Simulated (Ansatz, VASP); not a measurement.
# NaF in VASP and in Ansatz

```
Na F
1.0
     0.00000    2.53126    2.53126
     2.53126    0.00000    2.53126
     2.53126    2.53126    0.00000
Na F
1 1
Direct
  0.00000 0.00000 0.00000
  0.25000 0.25000 0.25000
```

The cell was built by a generator and needn't be a form met in nature.

Alike in both runs: task single point; functional HSE06; k mesh 4 × 4 × 4; no spin polarisation.

|  | VASP | Ansatz |
| --- | --- | --- |
| version | VASP 6.6.1 | Ansatz 0.2.0 |
| potentials or method | VASP PAW PBE potentials, release 64 (Na_pv, F) | plane waves, PAW |
| plane-wave cutoff (eV) | 520 | 420 |
| occupations | gaussian, width 0.01 eV | fixed |
| valence electrons in the cell | 14 | 16 |

VASP gave:

| Property | Result |
| --- | --- |
| gap on the k mesh at the Fermi level (eV) | 7.64 |
| pressure (GPa) | 0.9 |

Task: What did Ansatz give for the same quantities?

Result: gap on the k mesh at the Fermi level (eV): 7.66; pressure (GPa): 0.7.

The two sets of potentials don't hold the same shells in valence. Ansatz warned: «stress_exchange_threshold_loose».

Caveats: the k mesh is coarse (spacing up to 0.54 Å⁻¹), so the values aren't converged, least of all with exact exchange; the PAW data sets were made with another functional, which shifts forces and pressure a little (VASP).
